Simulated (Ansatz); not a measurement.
# TaN (P6_3/mmc) in Ansatz: further runs

One crystal, TaN, is run at these levels: RPBE, RPBE+D3(BJ); tasks: relaxation of cell and atoms.

Everything below comes from runs of Ansatz 0.2.0. Logs are shortened: lines on timing, memory, paths and dates and some standing lists are left out, and cuts for length are marked.

### 1 The structure

Symmetry: P6_3/mmc, No. 194, hexagonal system. Conventional cell: a = 2.922 Å, b = 2.922 Å, c = 5.917 Å, α = 90.00°, β = 90.00°, γ = 120.00°. Ta (site symmetry -3m) is surrounded by 6 N at 2.24 Å. Around N (site symmetry -6m2) lie 6 Ta at 2.24 Å.

The cell comes from a database or a generator and needn't be the stable form of this composition.

### 2 Relaxation of cell and atoms, RPBE

input.yaml reads:

```yaml
crystal:
  lattice:
    - [2.9217699809, 0.0, 0.0]
    - [-1.4608849905, 2.5303270275, 0.0]
    - [0.0, 0.0, 5.916515]
  atoms:
    - { symbol: Ta, position: [0.0, 0.0, 0.5] }
    - { symbol: Ta, position: [0.0, 0.0, 0.0] }
    - { symbol: "N", position: [0.3333333333, 0.6666666667, 0.25] }
    - { symbol: "N", position: [0.6666666667, 0.3333333333, 0.75] }
hamiltonian:
  xc: rpbe
  pseudopotentials: { kind: paw }
kpoints:
  mp_grid: { grid: [7, 7, 4] }
scf:
  occupations: { method: fermi_dirac, width: 0.05 }
output:
  forces: true
  stress: true
  eigenvalues: true
  write_density: true
  write_potential: true
  elf: true
  volumetric_format: npy
relax:
  f_tol: 0.01
  max_steps: 40
  cell: { stress_tol: 0.05 }
```

Potentials or basis: Ansatz PAW.

On the command line:

```bash
$ ansatz run input.yaml --threads 2 --pin off --max-ram 5632MiB --backend cpu --events-out ev --progress --plain --runs-dir out
```

What it wrote:

```text
Warning: RAYON_NUM_THREADS=2 ignored (pool sized by the plan → 2); use --threads N
Engine: ansatz 0.2.0, aarch64-unknown-linux-gnu
Pseudopotentials: kind: paw
Pseudopotential: Ta, paw, valence charge 13, recommended cutoff 420 eV (normal), Ta.paw.azcp
Pseudopotential: N, paw, valence charge 5, recommended cutoff 420 eV (normal), N.paw.azcp
Functional definition: RPBE
  parameter kappa = 0.804
  parameter beta = 0.06672455060314922
  exchange = rpbe_x(kappa = kappa, mu = beta*pi^2/3)
  correlation = pbe_c(beta = beta)
Crystal: 4 atoms, lattice volume = 43.741 Å³
Basis set: ecut = 420 eV, 847 PW (Γ), exchange–correlation on 40×40×80 points (8 copies of the dense FFT grid, shifted against one another)
Bands: 22, of which v1, the nominal top of the filled ones, is band 18 counted from 1 (17 counted from 0)
Symmetry: 24 space group operations
Space group: P63/mmc (ITA 194), of the structure as read, at distance tolerance 3.5e-5 Å
k-points: 24 of 196
Non-local potential: Ta, projectors of the file, l = 0: 3, l = 1: 2, l = 2: 2, l = 3: 1
Non-local potential: N, projectors of the file, l = 0: 2, l = 1: 2, l = 2: 1
PAW form: soft (Blöchl's): semilocal exchange-correlation on the pseudo side does not see the compensation charge
PAW frozen core: Ta, regenerated for the run's functional, and the local potential with it (the file was generated under x = pbe(κ = 0.804, μ = 0.2195149727645171), c = pbe(β = 0.06672455060314922))
PAW frozen core: N, regenerated for the run's functional, and the local potential with it (the file was generated under x = pbe(κ = 0.804, μ = 0.2195149727645171), c = pbe(β = 0.06672455060314922))
PAW one-centre angular grid: Ta, 590 points (default); XC on 64 Gauss nodes
PAW one-centre angular grid: N, 110 points (default); XC on 64 Gauss nodes
Initial density: superposition of atomic densities (neutral atoms: chi_scale 0, normalization atom), corrected by the library's trained network
Initial wavefunctions: pseudopotential atomic-orbital guess
Functional: x = rpbe, c = pbe(β = 0.06672455060314922)
SCF iter   1: F=—  HF=-20664.060382 eV  |F-HF|=—  |Δ(HF+E_count)|=         —  Δρ=8.12e-3  dr2=1.86e-2  ethr=1.77e-3  ⟨swp⟩=5.8  Hψ=2397  notcnv=0
preconditioner: auto → Kerker (q_TF=auto, 2.641 Å⁻¹)  [metal: Δε(μ)=0.074 eV  Ē_g=9.401 eV  σ=0.050 eV  W_gap=0.35  n_scr=10 (ndim 8)  ℏωp=25.1 eV  f_vac=0.000  D(μ)=1.43/eV (n_scr^D=4)]
SCF iter   2: F=—  HF=-20664.057807 eV  |F-HF|=—  |Δ(HF+E_count)|=   2.57e-3  Δρ=4.60e-3  dr2=7.42e-3  ethr=5.16e-5  ⟨swp⟩=1.2  Hψ=725  notcnv=0
SCF iter   3: F=—  HF=-20664.056268 eV  |F-HF|=—  |Δ(HF+E_count)|=   1.54e-3  Δρ=1.40e-3  dr2=7.39e-4  ethr=2.06e-5  ⟨swp⟩=2.2  Hψ=777  notcnv=0
SCF iter   4: F=—  HF=-20664.056086 eV  |F-HF|=—  |Δ(HF+E_count)|=   1.81e-4  Δρ=3.90e-4  dr2=4.78e-5  ethr=2.05e-6  ⟨swp⟩=2.0  Hψ=761  notcnv=0
SCF iter   5: F=—  HF=-20664.056069 eV  |F-HF|=—  |Δ(HF+E_count)|=   1.73e-5  Δρ=7.25e-5  dr2=1.65e-6  ethr=1.33e-7  ⟨swp⟩=2.6  Hψ=900  notcnv=0
SCF iter   6: F=—  HF=-20664.056070 eV  |F-HF|=—  |Δ(HF+E_count)|=   9.49e-7  Δρ=1.88e-5  dr2=1.25e-7  ethr=4.58e-9  ⟨swp⟩=2.0  Hψ=733  notcnv=0
SCF iter   7: F=-20664.056070 eV  HF=-20664.056070 eV  |F-HF|=1.98e-9  |Δ(HF+E_count)|=   1.39e-7  Δρ=2.74e-6  dr2=2.04e-9  ethr=2.78e-10  ⟨swp⟩=8.3  Hψ=3187  notcnv=0
SCF 1 converged in 7 iterations: F = -20664.056070 eV  dr2 = 2.04e-9
relax step   1: F+E_penalty+E_count = -20664.05607020 eV  Δ(F+E_penalty+E_count) = +0.000e0 eV  max|allowed force component| = 1.850e-16 eV/Å  Δτ_max = 0.0000 Å  P = +3.534 GPa  Ω = 43.741 Å³  (7 SCF iters, dr2 threshold 1.00e-7 eV, accepted)
Crystal: 4 atoms, lattice volume = 44.362 Å³
Basis set: ecut = 420 eV, 861 PW (Γ), exchange–correlation on 40×40×80 points (8 copies of the dense FFT grid, shifted against one another)
Initial density: handed on by an earlier stage of this run
Initial wavefunctions: those handed on with the density
iter 1 solved again at ethr=9.83e-6 eV; its pass at ethr=3.10e-3 eV (dr2=3.54e-3 eV) is discarded
SCF iter   1: F=—  HF=-20664.058242 eV  |F-HF|=—  |Δ(HF+E_count)|=         —  Δρ=2.82e-3  dr2=3.68e-3  ethr=9.83e-6  ⟨swp⟩=1.6  Hψ=3392  notcnv=0
preconditioner: auto → Kerker (q_TF=auto, 2.635 Å⁻¹)  [metal: Δε(μ)=0.117 eV  Ē_g=9.252 eV  σ=0.050 eV  W_gap=0.47  n_scr=10 (ndim 8)  ℏωp=24.9 eV  f_vac=0.000  D(μ)=1.25/eV (n_scr^D=4)]
SCF iter   2: F=—  HF=-20664.057436 eV  |F-HF|=—  |Δ(HF+E_count)|=   8.06e-4  Δρ=1.23e-3  dr2=7.40e-4  ethr=9.83e-6  ⟨swp⟩=2.0  Hψ=684  notcnv=0
[... 36 lines left out ...]
basis re-selected at this cell: Δ(F+E_penalty+E_count) = -1.214e-3 eV, ΔP = +0.039 GPa vs the last step (what re-selecting the basis moved, of the pressure what is left beyond the Pulay correction that the steps carried, after the strain that the cell walked since its last selection, with what the two solves' SCF thresholds leave and, on support functions, any second-order correction that the steps lacked; it is no measure of the basis error at this ecutwfc). This SCF's stress stands 7.67e-2 GPa from its target on what of the cell is left free (relax.cell.stress_tol is 5.00e-2 GPa) and its largest allowed force component is 1.57e-16 eV/Å (relax.f_tol is 1.00e-2 eV/Å): not within both, so this SCF does not close the relaxation
Crystal: 4 atoms, lattice volume = 44.207 Å³
iter 1 solved again at ethr=1.00e-9 eV; its pass at ethr=3.10e-3 eV (dr2=3.61e-7 eV) is discarded
SCF iter   1: F=—  HF=-20664.062386 eV  |F-HF|=—  |Δ(HF+E_count)|=         —  Δρ=2.69e-5  dr2=3.01e-7  ethr=1.00e-9  ⟨swp⟩=2.0  Hψ=3183  notcnv=0
preconditioner: auto → Kerker (q_TF=auto, 2.636 Å⁻¹)  [metal: Δε(μ)=0.079 eV  Ē_g=9.301 eV  σ=0.050 eV  W_gap=0.33  n_scr=10 (ndim 8)  ℏωp=25.0 eV  f_vac=0.000  D(μ)=1.37/eV (n_scr^D=4)]
SCF iter   2: F=—  HF=-20664.062343 eV  |F-HF|=—  |Δ(HF+E_count)|=   4.34e-5  Δρ=7.99e-6  dr2=2.94e-8  ethr=8.37e-10  ⟨swp⟩=2.0  Hψ=744  notcnv=0
SCF iter   3: F=-20664.062343 eV  HF=-20664.062343 eV  |F-HF|=3.09e-9  |Δ(HF+E_count)|=   3.51e-9  Δρ=4.39e-6  dr2=9.85e-9  ethr=4.09e-11  ⟨swp⟩=7.1  Hψ=2927  notcnv=0
SCF 6 converged in 3 iterations: F = -20664.062343 eV  dr2 = 9.85e-9
relax step   6: F+E_penalty+E_count = -20664.06234262 eV  Δ(F+E_penalty+E_count) = +2.076e-5 eV  max|allowed force component| = 3.978e-16 eV/Å  Δτ_max = 0.0000 Å  P = +0.001 GPa  Ω = 44.207 Å³  energy of the carried Pulay correction = -2.278e-5 eV  (3 SCF iters, dr2 threshold 1.47e-8 eV, accepted)
iter 1 solved again at ethr=2.11e-8 eV; its pass at ethr=3.10e-3 eV (dr2=7.61e-6 eV) is discarded
SCF iter   1: F=—  HF=-20664.062386 eV  |F-HF|=—  |Δ(HF+E_count)|=         —  Δρ=4.97e-6  dr2=1.10e-8  ethr=2.11e-8  ⟨swp⟩=3.6  Hψ=3934  notcnv=0
SCF iter   2: F=—  HF=-20664.062343 eV  |F-HF|=—  |Δ(HF+E_count)|=   4.29e-5  Δρ=2.92e-6  dr2=4.46e-9  ethr=3.06e-11  ⟨swp⟩=2.5  Hψ=985  notcnv=0
SCF iter   3: F=—  HF=-20664.062343 eV  |F-HF|=—  |Δ(HF+E_count)|=  9.82e-11  Δρ=1.15e-6  dr2=4.44e-10  ethr=1.24e-11  ⟨swp⟩=2.9  Hψ=909  notcnv=0
SCF iter   4: F=—  HF=-20664.062343 eV  |F-HF|=—  |Δ(HF+E_count)|=  6.18e-11  Δρ=5.85e-7  dr2=9.69e-11  ethr=1.23e-12  ⟨swp⟩=2.3  Hψ=681  notcnv=0
SCF iter   5: F=-20664.062343 eV  HF=-20664.062343 eV  |F-HF|=7.28e-12  |Δ(HF+E_count)|=  1.46e-11  Δρ=3.19e-7  dr2=2.85e-11  ethr=1.00e-12  ⟨swp⟩=6.0  Hψ=2300  notcnv=0
SCF 7 converged in 5 iterations: F = -20664.062343 eV  dr2 = 2.85e-11
relax step   7: F+E_penalty+E_count = -20664.06234263 eV  Δ(F+E_penalty+E_count) = -1.637e-9 eV  max|allowed force component| = 2.776e-16 eV/Å  Δτ_max = 0.0000 Å  P = +0.001 GPa  Ω = 44.207 Å³  stress off target by 1.04e-3 GPa  SCF on the basis re-selected at this cell (its energy is not comparable with the rows above)  (5 SCF iters)
basis re-selected at this cell: Δ(F+E_penalty+E_count) = -1.637e-9 eV, ΔP = +0.000 GPa vs the last step (what re-selecting the basis moved, of the pressure what is left beyond the Pulay correction that the steps carried, after the strain that the cell walked since its last selection, with what the two solves' SCF thresholds leave and, on support functions, any second-order correction that the steps lacked; it is no measure of the basis error at this ecutwfc). This SCF's stress stands 1.04e-3 GPa from its target on what of the cell is left free (relax.cell.stress_tol is 5.00e-2 GPa) and its largest allowed force component is 2.78e-16 eV/Å (relax.f_tol is 1.00e-2 eV/Å): within both
SCF converged after 5 iterations
Free energy (F): -20664.062343 eV
Harris-Foulkes:  -20664.062343 eV  (|F-HF|=7.28e-12)
Internal energy: -20664.051325 eV  (E = F + TS)
E sigma→0 (E₀):  -20664.056834 eV
Entropy (-TS):   -0.011018 eV (-2.754 meV/atom)
Fermi energy:    19.739768 eV
--- Per-component energies (eV) ---
  E_band       = -117.457427
  E_kinetic    = 996.675694
  E_local      = -1231.313644  (includes V_loc(G=0)·N_el)
  E_nonlocal   = 116.383926
  E_hartree    = 413.207541
  E_xc         = -559.935774
  E_vxc        = -563.579645  (∫ρ·V_xc dr)
  E_paw        = -17074.966208  (= ΣΔE_a)
  E_vpaw       = -262.039235  (= ΣTr[D̂ρ^β])
  E_aug_tail   = 0.000430  (compensation charges beyond the density's cutoff)
  E_ewald      = -3324.011055
  E_core_change = -0.092234  (= ΣΔE_core)
  E_smearing   = -0.011018  (= −TS)
  E_closure    = 0.000000  (closes the sum)
  Σ components = -20664.062343   (vs F -20664.062343, Δ=0.00e0)
--- Forces (eV/Å), atoms counted from 1 ---
  atom   1  Ta    -0.00000000     0.00000000     0.00000000
  atom   2  Ta     0.00000000     0.00000000    -0.00000000
  atom   3  N     -0.00000000     0.00000000     0.00000000
  atom   4  N      0.00000000    -0.00000000    -0.00000000
  max |Σ_I F_I| component: 7.40e-17 eV/Å
--- Stress (GPa, compression-positive) ---
        0.000995       0.000000       0.000000
        0.000000       0.000995      -0.000000
        0.000000      -0.000000       0.001042
  P = ⅓ Tr σ = 0.0010 GPa (0.010 kbar)
--- Band table (eV; the first three rows and the last of 24) ---
  k-point 0: bands = ["-48.7299", "-48.6966", "-15.7748", "-15.0742", "-14.8217", "-14.8217", "-14.7657", "-14.7657", "2.3076", "4.5625", "10.6360", "15.0854", "15.0854", "15.5616", "16.3215", "17.8516", "17.8516", "19.5939", "19.5939", "20.3968", "20.3968", "22.0371"]
  k-point 1: bands = ["-48.7250", "-48.7014", "-15.6774", "-15.1825", "-14.8136", "-14.8136", "-14.7739", "-14.7739", "2.5850", "4.1479", "11.2444", "14.3239", "15.3286", "15.3286", "17.0639", "17.0639", "17.4522", "20.3335", "20.3335", "20.5517", "20.5517", "21.0266"]
  k-point 2: bands = ["-48.7133", "-48.7133", "-15.4354", "-15.4354", "-14.7938", "-14.7938", "-14.7938", "-14.7938", "3.3054", "3.3054", "12.6660", "12.6660", "16.0274", "16.0274", "16.0274", "16.0274", "19.1397", "19.1397", "20.7880", "20.7880", "20.7880", "20.7880"]
  k-point 23: bands = ["-48.6283", "-48.6283", "-15.6022", "-15.6022", "-15.3426", "-15.3426", "-15.2105", "-15.2105", "4.5229", "4.5229", "12.8999", "12.8999", "13.6068", "13.6068", "14.7017", "14.7017", "19.1544", "19.1544", "21.7191", "21.7191", "23.7348", "23.7348"]
--- Relaxed structure (5 steps of the walk, 5 accepted, 2 SCFs on fresh bases) ---
  F+E_penalty+E_count = -20664.06234263 eV   max|allowed force component| = 2.776e-16 eV/Å   (the final SCF, on the basis selected at the relaxed cell)
  cell:  # Å, volume = 44.2074 Å³
    - [2.927996223923662, 2.892902478580924e-11, 4.5354950276813266e-30]
    - [-1.4639981119868843, 2.5357191120883367, 3.979888922313692e-19]
    - [-1.013328300908065e-32, 9.305940398827413e-19, 5.954199281050503]
  atoms:
    - { symbol: Ta, position: [4.81482486096809e-35, 7.222237291452134e-35, 0.49999999999999994] }
    - { symbol: Ta, position: [5.928474441918655e-35, 1.007170901190221e-34, 1.3510253224392337e-37] }
    - { symbol: N, position: [0.3333333333333333, 0.6666666666666666, 0.24999999999999997] }
    - { symbol: N, position: [0.6666666666666667, 0.3333333333333333, 0.75] }
```

Run time: 6.5 s. Hardware: 2 threads of Arm Neoverse V1, shared host; peak memory 0.32 GiB.

Results:

```
Free energy                            : -20664.0623 eV
Relaxed volume                         : 11.05 Å³/atom
Relaxed cell                           : a = 2.928 Å, b = 2.928 Å, c = 5.954 Å, α = 90.00°, β = 90.00°, γ = 120.00°
Space group after relaxing (to 0.05 Å) : P6_3/mmc (No. 194)
Energy gained by relaxing              : 1.6 meV/atom
Ionic steps                            : 7
Pressure after relaxing                : 0.0 GPa
Band gap on the k mesh                 : none (metal or under the smearing width)
```

Step by step:
| step | energy change (eV) | largest force (eV/Å) | volume (Å³) |
| --- | --- | --- | --- |
| 1 | 0.0000 | 0.0000 | 43.74 |
| 2 | -0.0010 | 0.0000 | 44.36 |
| 3 | -0.0047 | 0.0000 | 44.27 |
| 4 | -0.0051 | 0.0000 | 44.20 |
| 5 | -0.0063 | 0.0000 | 44.20 |
| 6 | -0.0063 | 0.0000 | 44.21 |
| 7 | -0.0063 | 0.0000 | 44.21 |

Final structure:
```
Ta N
1.0
     2.92800    0.00000    0.00000
    -1.46400    2.53572    0.00000
     0.00000    0.00000    5.95420
Ta N
2 2
Direct
  0.00000 0.00000 0.50000
  0.00000 0.00000 0.00000
  0.33333 0.66667 0.25000
  0.66667 0.33333 0.75000
```

Caveat: the plane-wave basis is chosen anew once the cell has moved, so the energies of steps on either side of that aren't comparable; the pressure holds a Pulay correction of +0.4 GPa for the finite cutoff; the PAW data sets come from PBE, with cores solved anew for the run's functional, which leaves a small shift of forces and pressure.

### 3 Relaxation of cell and atoms, RPBE+D3(BJ)

Changes to input.yaml since step 2:

```diff
@@ -13,2 +13,3 @@
   pseudopotentials: { kind: paw }
+  dispersion: d3bj
 kpoints:
@@ -21,6 +22,2 @@
   eigenvalues: true
-  write_density: true
-  write_potential: true
-  elf: true
-  volumetric_format: npy
 relax:
```

Potentials or basis: Ansatz PAW.

On the command line:

```bash
$ ansatz run input.yaml --threads 2 --pin off --max-ram 5632MiB --backend cpu --events-out ev --progress --plain --runs-dir out
```

What it wrote:

```text
Warning: RAYON_NUM_THREADS=2 ignored (pool sized by the plan → 2); use --threads N
[... 9 set-up lines as earlier in the session ...]
Crystal: 4 atoms, lattice volume = 43.741 Å³
[... 138 lines left out ...]
  k-point 1: bands = ["-45.5593", "-45.5185", "-12.8572", "-12.0930", "-11.5296", "-11.5296", "-11.4683", "-11.4683", "4.6118", "6.6405", "13.4967", "16.7418", "17.6603", "17.6603", "19.6371", "19.6371", "20.0066", "23.2683", "23.2683", "23.5202", "23.5202", "24.0199"]
  k-point 2: bands = ["-45.5389", "-45.5389", "-12.4876", "-12.4876", "-11.4991", "-11.4991", "-11.4991", "-11.4991", "5.5443", "5.5443", "15.0566", "15.0566", "18.4543", "18.4543", "18.4543", "18.4543", "21.8525", "21.8525", "23.8073", "23.8073", "23.8073", "23.8073"]
  k-point 23: bands = ["-45.3874", "-45.3874", "-12.7452", "-12.7452", "-12.3470", "-12.3470", "-12.1070", "-12.1070", "6.8693", "6.8693", "14.8803", "14.8803", "15.9777", "15.9777", "17.2372", "17.2372", "21.9588", "21.9588", "24.8689", "24.8689", "27.3657", "27.3657"]
--- Relaxed structure (6 steps of the walk, 6 accepted, 2 SCFs on fresh bases) ---
  F+E_penalty+E_count = -20675.53633840 eV   max|allowed force component| = 2.776e-16 eV/Å   (the final SCF, on the basis selected at the relaxed cell)
  cell:  # Å, volume = 39.0261 Å³
    - [2.8046317430752716, 2.7710167415073767e-11, -3.835447144754943e-29]
    - [-1.4023158715616335, 2.428882337749561, -3.3616765454235064e-18]
    - [-4.7971392968520093e-33, -7.860410725649304e-18, 5.7289154430558735]
  atoms:
    - { symbol: Ta, position: [2.8888949165808538e-34, 0.0, 0.5000000000000001] }
    - { symbol: Ta, position: [2.843206808081153e-34, 4.3111374365335657e-35, -6.595619529397393e-35] }
    - { symbol: N, position: [0.3333333333333333, 0.6666666666666667, 0.25000000000000006] }
    - { symbol: N, position: [0.6666666666666665, 0.3333333333333333, 0.7500000000000002] }
```

Wall time 7 s (2 threads of Arm Neoverse V1, shared host); peak memory 0.32 GiB.

Results:

| Property | Result |
| --- | --- |
| Free energy | -20675.5363 eV |
| Relaxed volume | 9.76 Å³/atom |
| Relaxed cell | a = 2.805 Å, b = 2.805 Å, c = 5.729 Å, α = 90.00°, β = 90.00°, γ = 120.00° |
| Space group after relaxing (to 0.05 Å) | P6_3/mmc (No. 194) |
| Energy gained by relaxing | 154.1 meV/atom |
| Ionic steps | 8 |
| Pressure after relaxing | 0.0 GPa |
| Band gap on the k mesh | none (metal or under the smearing width) |

The path:
| step | energy change (eV) | largest force (eV/Å) | volume (Å³) |
| --- | --- | --- | --- |
| 1 | 0.0000 | 0.0000 | 43.74 |
| 2 | -0.5998 | 0.0000 | 38.38 |
| 3 | -0.6166 | 0.0000 | 39.13 |
| 4 | -0.6236 | 0.0000 | 39.10 |
| 5 | -0.6238 | 0.0000 | 39.05 |
| 6 | -0.6164 | 0.0000 | 39.05 |
| 7 | -0.6165 | 0.0000 | 39.03 |
| 8 | -0.6163 | 0.0000 | 39.03 |

Final structure:
```
CELL_PARAMETERS angstrom
2.80463 0.00000 0.00000
-1.40232 2.42888 0.00000
0.00000 0.00000 5.72892
ATOMIC_POSITIONS crystal
Ta 0.00000 0.00000 0.50000
Ta 0.00000 0.00000 0.00000
N 0.33333 0.66667 0.25000
N 0.66667 0.33333 0.75000
```

Caveat: the plane-wave basis is chosen anew once the cell has moved, so the energies of steps on either side of that aren't comparable; the pressure holds a Pulay correction of +0.5 GPa for the finite cutoff; pairwise dispersion overbinds metals, which lowers pressure and volume; the PAW data sets come from PBE, with cores solved anew for the run's functional, which leaves a small shift of forces and pressure. Spin-orbit coupling is left out, which matters for the levels of Ta.
